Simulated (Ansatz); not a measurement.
# SnO2 (Cassiterite) (P4_2/mnm) in Ansatz: relaxation of cell and atoms with PBE

Aim: the relaxation of cell and atoms of SnO2 (Cassiterite) with PBE.

Everything below comes from runs of Ansatz 0.2.0. Logs are shortened: lines on timing, memory, paths and dates and some standing lists are left out, and cuts for length are marked.

### Step 1. Starting point

The structure is tetragonal, space group P4_2/mnm (No. 136). Conventional cell: a = 4.738 Å, b = 4.738 Å, c = 3.187 Å, α = 90.00°, β = 90.00°, γ = 90.00°. Sn (site symmetry mmm) is surrounded by 6 O at 2.05 to 2.06 Å. O (site symmetry m2m) is surrounded by 3 Sn at 2.05 to 2.06 Å.

### Step 2. Relaxation of cell and atoms, PBE, collinear spin, ferrimagnetic start

The input, input.yaml:

```yaml
crystal:
  lattice:
    - [4.738, 0.0, 0.0]
    - [0.0, 4.738, 0.0]
    - [0.0, 0.0, 3.1865]
  atoms:
    - { symbol: Sn, position: [0.5, 0.5, 0.5], spin: 0.5 }
    - { symbol: Sn, position: [0.0, 0.0, 0.0], spin: -0.25 }
    - { symbol: O, position: [0.8071, 0.1929, 0.5] }
    - { symbol: O, position: [0.6929, 0.6929, 0.0] }
    - { symbol: O, position: [0.1929, 0.8071, 0.5] }
    - { symbol: O, position: [0.3071, 0.3071, 0.0] }
kpoints:
  mp_grid: { grid: [6, 6, 8] }
scf:
  occupations: { method: tetrahedron_uncorrected }
  lower_state_search: "off"
hamiltonian:
  xc: pbe
  pseudopotentials: { kind: all_electron, lapw: { basis_error: 0.0005 } }
magnetization:
  spin_polarized: true
output:
  forces: true
  stress: true
relax:
  f_tol: 0.01
  max_steps: 60
  cell: {}
```

Potentials or basis: all-electron LAPW, scalar-relativistic.

Started as:

```console
$ ansatz run input.yaml --threads 4 --pin off --max-ram 12288MiB --backend cpu --events-out ev --progress --plain --runs-dir out
```

The program printed:

```text
Warning: relax: with tetrahedron occupations the Hellmann–Feynman forces and the energy need not agree along the walk (scf.occupations.method in the input reference, under Limitations); prefer a smearing scheme for the relaxation and re-run the relaxed geometry with tetrahedron occupations for the final energies/DOS
Warning: RAYON_NUM_THREADS=4 ignored (pool sized by the plan → 4); use --threads N
The last accepted step is kept in <dir> (removed where the run ends without a failure and the disk answers)
LAPW: plane waves up to 11.141 Å⁻¹, error target 5.0e-4 eV per atom; small_component_spin mean_spin; O in spheres of 0.878 Å, 8 of its electrons in bands, Dirac shells []; Sn in spheres of 1.112 Å, 38 of its electrons in bands, Dirac shells [] (how accurate: hamiltonian.pseudopotentials.lapw.basis_error, Limitations)
Engine: ansatz 0.2.0, x86_64-unknown-linux-gnu
Pseudopotentials: kind: all_electron
Pseudopotential: Sn, LAPW, valence charge 38, lapw/all_electron/scalar/gaussian/Sn, Koelling and Harmon's equation, gaussian nucleus
Pseudopotential: O, LAPW, valence charge 8, lapw/all_electron/scalar/gaussian/O, Koelling and Harmon's equation, gaussian nucleus
Functional definition: PBE
  parameter kappa = 0.804
  parameter beta = 0.06672455060314922
  exchange = pbe_x(kappa = kappa, mu = beta*pi^2/3)
  correlation = pbe_c(beta = beta)
davidson cushion auto → on  (no smearing: the cushion is to keep the highest requested band from converging to the state above it; pin scf.eigensolver.cushion to override)
Crystal: 6 atoms, lattice volume = 71.533 Å³
Basis set: ecut = 472.86394317569983 eV, 1679 PW (Γ), exchange–correlation at level 2
Bands: 66, of which v1, the nominal top of the filled ones, is band 54 counted from 1 (53 counted from 0)
Symmetry: 8 space group operations
Space group: Cmmm (ITA 65), of the structure as read, at distance tolerance 4.2e-5 Å
Magnetic group: BNS 65.481 (UNI 579), of the structure as read, at distance tolerance 4.2e-5 Å
k-points: 65 of 288
Non-local potential: Sn, projectors of the file, none
Non-local potential: O, projectors of the file, none
Initial density: superposition of atomic densities (chi_scale 0.1, normalization cell, long waves kept (reshape's long-wave potential 0.00 eV rms))
Starting moments: Σ|m| = 0.75 μB on 2 of 6 sites
Initial wavefunctions: plane waves of lowest kinetic energy (no species holds an atomic orbital)
Functional: x = pbe(κ = 0.804, μ = 0.2195149727645171), c = pbe(β = 0.06672455060314922)
iter 1 solved again at ethr=1.23e-2 eV; its pass at ethr=1.00e-1 eV (dr2=1.33e1 eV) is discarded
SCF iter   1: F=—  HF=-344378.335496 eV  |F-HF|=—  |Δ(HF+E_count)|=         —  Δρ=6.52e-2 (↑6.49e-2 ↓6.52e-2)  dr2=1.33e1  dr2_m=1.10e-2  M=0.000 μB ∫|m|=0.076 μB  β_m=0.30  ethr=1.23e-2  ⟨swp⟩=2.0  Hψ=51362  notcnv=0
preconditioner: auto → Resta (q_TF=auto, 2.922 Å⁻¹)  ε∞=3.0  [insulator: Δε(μ)=3.594 eV  Ē_g=22.255 eV  n_scr=30 (ndim 8)  ℏωp=31.7 eV  f_vac=0.095  ε∞_Penn≈3.0]
spin=Collinear: Resta preconditioning applied to the charge; magnetization (m = ρ↑ − ρ↓) channel mixes plain (no charge-response kernel on spin).
SCF iter   2: F=—  HF=-344372.858516 eV  |F-HF|=—  |Δ(HF+E_count)|=    5.48e0  Δρ=3.09e-2 (↑3.08e-2 ↓3.09e-2)  dr2=3.21e0  dr2_m=5.51e-3  M=0.000 μB ∫|m|=0.065 μB  β_m=0.30  ethr=1.23e-2  ⟨swp⟩=2.0  Hψ=23920  notcnv=0
SCF iter   3: F=—  HF=-344372.124874 eV  |F-HF|=—  |Δ(HF+E_count)|=   7.34e-1  Δρ=1.39e-2 (↑1.39e-2 ↓1.39e-2)  dr2=6.29e-1  dr2_m=2.85e-3  M=0.000 μB ∫|m|=0.053 μB  β_m=0.30  ethr=2.97e-3  ⟨swp⟩=2.0  Hψ=24446  notcnv=0  defer=2
iter 4 solved again at ethr=1.66e-5 eV; its pass at ethr=5.82e-4 eV (dr2=1.79e-2 eV) is discarded
SCF iter   4: F=—  HF=-344372.062064 eV  |F-HF|=—  |Δ(HF+E_count)|=         —  Δρ=2.83e-3 (↑2.83e-3 ↓2.82e-3)  dr2=1.79e-2  dr2_m=1.50e-3  M=0.000 μB ∫|m|=0.042 μB  β_m=0.30  ethr=1.66e-5  ⟨swp⟩=2.1  Hψ=44943  notcnv=0
the basis was enlarged: its passes take 1.6 MiB over the memory plan, 4 of 4 planned eigensolver slots
SCF iter   5: F=—  HF=-344372.068983 eV  |F-HF|=—  |Δ(HF+E_count)|=   6.92e-3  Δρ=1.55e-3 (↑1.52e-3 ↓1.55e-3)  dr2=1.36e-3  dr2_m=8.06e-4  M=0.000 μB ∫|m|=0.033 μB  β_m=0.30  ethr=1.66e-5  ⟨swp⟩=3.0  Hψ=27160  notcnv=0
SCF iter   6: F=—  HF=-344372.073694 eV  |F-HF|=—  |Δ(HF+E_count)|=   4.71e-3  Δρ=8.78e-4 (↑8.64e-4 ↓8.78e-4)  dr2=1.68e-4  dr2_m=4.36e-4  M=0.000 μB ∫|m|=0.025 μB  β_m=0.30  ethr=1.26e-6  ⟨swp⟩=3.2  Hψ=29393  notcnv=0
[... 64 lines left out ...]
iter 1 solved again at ethr=9.68e-12 eV; its pass at ethr=1.00e-1 eV (dr2=1.05e-8 eV) is discarded
SCF iter   1: F=—  HF=-344372.204241 eV  |F-HF|=—  |Δ(HF+E_count)|=         —  Δρ=2.21e-6 (↑2.21e-6 ↓2.21e-6)  dr2=1.02e-8  dr2_m=5.70e-19  M=0.000 μB ∫|m|=0.000 μB  β_m=0.30  ethr=4.04e-11 (applied; sched 9.68e-12)  ⟨swp⟩=3.4  Hψ=46666  notcnv=0
preconditioner: auto → Resta (q_TF=auto, 2.896 Å⁻¹)  ε∞=3.0  [insulator: Δε(μ)=0.685 eV  Ē_g=21.752 eV  n_scr=30 (ndim 8)  ℏωp=30.8 eV  f_vac=0.195  ε∞_Penn≈3.0]
spin=Collinear: Resta preconditioning applied to the charge; magnetization (m = ρ↑ − ρ↓) channel mixes plain (no charge-response kernel on spin).
SCF iter   2: F=-344372.204241 eV  HF=-344372.204241 eV  |F-HF|=1.69e-8  |Δ(HF+E_count)|=   1.27e-8  Δρ=1.56e-6 (↑1.56e-6 ↓1.56e-6)  dr2=4.56e-9  dr2_m=3.29e-19  M=0.000 μB ∫|m|=0.000 μB  ethr=3.07e-11 (applied; sched 9.41e-12)  ⟨swp⟩=2.9  Hψ=26149  notcnv=0
the starting moments were not kept: the SCF closed with an absolute magnetisation of 8.5e-10 μB, where they sum to 0.75 μB in size (2 sites). That is at most 0.1 of that sum. Measured as dr2_m measures the in/out step, that magnetisation stands 3.4e-20 eV from none, at or under the dr2_threshold of 1.0e-7 eV: it is no larger than a step whose dr2_m would equal this threshold.
SCF 5 converged in 2 iterations: F = -344372.204241 eV  dr2 = 4.56e-9
relax step   5: F+E_penalty+E_count = -344372.20424057 eV  Δ(F+E_penalty+E_count) = -2.860e-6 eV  max|allowed force component| = 6.196e-4 eV/Å  Δτ_max = 0.0000 Å  P = +0.009 GPa  Ω = 75.452 Å³  stress off target by 1.57e-2 GPa  SCF on the basis re-selected at this cell (its energy is not comparable with the rows above)  (2 SCF iters)
basis re-selected at this cell: Δ(F+E_penalty+E_count) = -2.860e-6 eV, ΔP = +0.000 GPa vs the last step (what re-selecting the basis moved, after the strain that the cell walked since its last selection, with what the two solves' SCF thresholds leave and, on support functions, any second-order correction that the steps lacked; it is no measure of the basis error at this ecutwfc). This SCF's stress stands 1.57e-2 GPa from its target on what of the cell is left free (relax.cell.stress_tol is 5.00e-2 GPa) and its largest allowed force component is 6.20e-4 eV/Å (relax.f_tol is 1.00e-2 eV/Å): within both
SCF converged after 2 iterations
Magnetization: 0.0000 μB (54.0000 up, 54.0000 down)
Absolute magnetization: 0.0000 μB (∫|ρ↑−ρ↓|)
Spin contamination: 0.0000 ħ² per cell (⟨S²⟩ above its minimum at these occupations)
Per-site moments (μB) at R_I (Å): [(2.453859337947506e-11, 1.132192643435918), (1.4097167877480388e-11, 1.132192643435918), (-9.266543088415347e-11, 0.893564872038917), (7.360334564054938e-11, 0.893564872038917), (-9.266543088415347e-11, 0.893564872038917), (7.360334564054938e-11, 0.893564872038917)]
Free energy (F): -344372.204241 eV
Harris-Foulkes:  -344372.204241 eV  (|F-HF|=1.69e-8)
Internal energy: -344372.204241 eV  (E = F + TS)
E sigma→0 (E₀):  -344372.204241 eV
Fermi energy:    10.918507 eV
--- Per-component energies (eV) ---
  E_band       = -22627.688215
  E_kinetic    = 361741.765683
  E_xc         = -9931.618331
  E_electrostatic = -696182.351593  (all electrons and nuclei)
  E_smearing   = -0.000000  (= −TS)
  E_closure    = 0.000000  (closes the sum)
  E_atoms      = -344334.834705  (free atoms, spherical and without spin; not in F)
  Σ components = -344372.204241   (vs F -344372.204241, Δ=0.00e0)
  Basis errors (estimates in eV, not in F): energy 2.2e-4 per atom: plane waves 2.1e-4 (1.3e-4 summed), levels above the bands 0.0e0, relativity 4.8e-8, radial functions 1.6e-5, core shells 2.0e-8; eigenvalues (radial functions only) 1.3e-5; not estimated: angular momenta, meshes, grids; target (lapw.basis_error) 5.0e-4; muffin-tin radii O 0.894 Å, Sn 1.132 Å
--- Forces (eV/Å), atoms counted from 1 ---
  atom   1  Sn     0.00000000     0.00000000     0.00000000
  atom   2  Sn     0.00000000     0.00000000     0.00000000
  atom   3  O      0.00059146    -0.00059146    -0.00000000
  atom   4  O     -0.00061959    -0.00061959     0.00000000
  atom   5  O     -0.00059146     0.00059146     0.00000000
  atom   6  O      0.00061959     0.00061959    -0.00000000
  max |Σ_I F_I| component: 8.67e-19 eV/Å
--- Stress (GPa, compression-positive) ---
        0.015655      -0.000008       0.000000
       -0.000008       0.015655      -0.000000
        0.000000      -0.000000      -0.004796
  P = ⅓ Tr σ = 0.0088 GPa (0.088 kbar)
--- Band table (eV; the first three rows and the last of 130) ---
  k-point 0 ↑: bands = ["-681.2389", "-681.2389", "-681.2189", "-681.2189", "-681.2036", "-681.2036", "-493.4509", "-493.4509", "-493.4509", "-493.4509", "-456.0523", "-456.0523", "-456.0516", "-456.0516", "-456.0320", "-456.0320", "-456.0285", "-456.0285", "-456.0210", "-456.0210", "-117.0489", "-117.0489", "-72.8875", "-72.8875", "-72.8514", "-72.8514", "-72.8468", "-72.8466", "-10.1446", "-9.4922", "-9.2892", "-9.2656", "-9.2656", "-9.1911", "-9.1656", "-9.0973", "-9.0704", "-9.0703", "-7.7338", "-6.0209", "-6.0209", "-4.5129", "2.9616", "7.0258", "7.0258", "7.1479", "8.0164", "8.9361", "8.9498", "9.6671", "9.6671", "10.1813", "10.1814", "10.9185", "11.6035", "16.6213", "16.9960", "16.9960", "21.0512", "21.1414", "22.4123", "22.4123", "23.1560", "23.2048", "25.3615", "27.3888"]
  k-point 1 ↑: bands = ["-681.2389", "-681.2389", "-681.2189", "-681.2189", "-681.2036", "-681.2036", "-493.4509", "-493.4509", "-493.4509", "-493.4509", "-456.0523", "-456.0523", "-456.0516", "-456.0516", "-456.0320", "-456.0320", "-456.0285", "-456.0285", "-456.0210", "-456.0210", "-117.0489", "-117.0488", "-72.8874", "-72.8874", "-72.8514", "-72.8514", "-72.8473", "-72.8472", "-10.0798", "-9.4247", "-9.3836", "-9.3836", "-9.2657", "-9.2002", "-9.1607", "-9.0977", "-9.0869", "-9.0869", "-7.6484", "-5.8179", "-5.8179", "-4.6151", "2.9617", "7.0119", "7.1597", "7.1597", "7.9296", "8.1151", "8.8037", "9.1330", "9.1330", "10.2049", "10.2049", "10.8005", "12.6142", "16.8985", "17.6185", "17.6185", "20.0877", "22.0658", "22.3636", "22.3636", "22.9281", "23.1841", "25.1704", "26.3248"]
  k-point 2 ↑: bands = ["-681.2389", "-681.2389", "-681.2189", "-681.2189", "-681.2036", "-681.2036", "-493.4509", "-493.4509", "-493.4509", "-493.4509", "-456.0523", "-456.0523", "-456.0516", "-456.0516", "-456.0320", "-456.0320", "-456.0285", "-456.0285", "-456.0210", "-456.0210", "-117.0488", "-117.0488", "-72.8873", "-72.8873", "-72.8513", "-72.8513", "-72.8485", "-72.8484", "-9.9102", "-9.6338", "-9.6338", "-9.3151", "-9.2026", "-9.1949", "-9.1478", "-9.1194", "-9.1194", "-9.0996", "-7.3665", "-5.3590", "-5.3590", "-4.9359", "3.0106", "6.3543", "6.8182", "7.4759", "7.4759", "8.1775", "8.1775", "8.3713", "8.4018", "10.1092", "10.1092", "10.4645", "14.1968", "17.2841", "18.9935", "18.9935", "19.4676", "22.1805", "22.1805", "22.2667", "22.8641", "23.1535", "24.9631", "25.0202"]
  k-point 64 ↓: bands = ["-681.2389", "-681.2389", "-681.2189", "-681.2189", "-681.2036", "-681.2036", "-493.4509", "-493.4509", "-493.4509", "-493.4509", "-456.0523", "-456.0523", "-456.0516", "-456.0516", "-456.0320", "-456.0320", "-456.0285", "-456.0285", "-456.0210", "-456.0210", "-117.0488", "-117.0487", "-72.8872", "-72.8872", "-72.8512", "-72.8512", "-72.8501", "-72.8501", "-9.9362", "-9.9362", "-9.5186", "-9.5186", "-9.1636", "-9.1636", "-9.1112", "-9.1112", "-9.0692", "-9.0692", "-6.0232", "-6.0232", "-4.8135", "-4.8135", "3.1853", "3.1854", "6.1489", "6.1489", "8.4114", "8.4114", "8.4916", "8.4916", "10.0036", "10.0036", "10.1405", "10.1405", "15.2815", "15.2815", "19.5419", "19.5419", "21.4968", "21.4968", "21.5401", "21.5401", "23.7510", "23.7510", "25.9087", "25.9088"]
--- Relaxed structure (4 steps of the walk, 4 accepted, 1 SCFs on fresh bases) ---
  F+E_penalty+E_count = -344372.20424057 eV   max|allowed force component| = 6.196e-4 eV/Å   (the final SCF, on the basis selected at the relaxed cell)
  cell:  # Å, volume = 75.4516 Å³
    - [4.827112333463784, 9.609364152971206e-7, 6.594591202288934e-34]
    - [9.609364152971206e-7, 4.827112333463784, 1.099100564571767e-34]
    - [1.330542418942825e-33, 7.391903649235828e-35, 3.238126278069675]
  atoms:
    - { symbol: Sn, position: [0.49999999999999983, 0.49999999999999983, 0.4999999999999999] }
    - { symbol: Sn, position: [-3.051082517195818e-20, -8.390476922288337e-20, -3.5886425397511556e-34] }
    - { symbol: O, position: [0.8065871491609318, 0.1934128508390681, 0.4999999999999999] }
    - { symbol: O, position: [0.6934130591855858, 0.6934130591855858, 4.306367576742549e-34] }
    - { symbol: O, position: [0.1934128508390681, 0.8065871491609318, 0.4999999999999999] }
    - { symbol: O, position: [0.30658694081441407, 0.30658694081441407, 5.666273515138712e-34] }
```

Run time: 5.2 min. Hardware: 4 threads of AMD EPYC 7B13 (Zen 3), shared host; peak memory 2 GiB.

What came out:

```yaml
Free_energy: -344372.2042 eV
Relaxed_volume: 12.58 Å³/atom
Relaxed_cell: a = 4.827 Å, b = 4.827 Å, c = 3.238 Å, α = 90.00°, β = 90.00°, γ = 90.00°
Space_group_after_relaxing_to_0.05_Å: P4_2/mnm (No. 136)
Energy_gained_by_relaxing: 21.5 meV/atom
Ionic_steps: 5
Pressure_after_relaxing: 0.0 GPa
Band_gap_on_the_k_mesh: 0.68 eV, direct
Net_moment: 0.00 μB per cell
Absolute_moment: 0.00 μB per cell
```

The path:
```
step  energy change (eV)  largest force (eV/Å)  volume (Å³)
   1              0.0000                0.2726        71.53
   2             -0.1276                0.0329        75.11
   3             -0.1286                0.0376        75.43
   4             -0.1289                0.0009        75.45
   5             -0.1289                0.0009        75.45
```

Final structure:
```yaml
crystal:
  lattice:
    - [4.82711, 0.00000, 0.00000]
    - [0.00000, 4.82711, 0.00000]
    - [0.00000, 0.00000, 3.23813]
  atoms:
    - { symbol: Sn, position: [0.50000, 0.50000, 0.50000] }
    - { symbol: Sn, position: [0.00000, 0.00000, 0.00000] }
    - { symbol: O, position: [0.80659, 0.19341, 0.50000] }
    - { symbol: O, position: [0.69341, 0.69341, 0.00000] }
    - { symbol: O, position: [0.19341, 0.80659, 0.50000] }
    - { symbol: O, position: [0.30659, 0.30659, 0.00000] }
```

Caveat: spin-orbit coupling is left out, which moves the levels of the heavy elements; the starting moments weren't kept. Zero-point motion and thermal expansion aren't in these numbers.
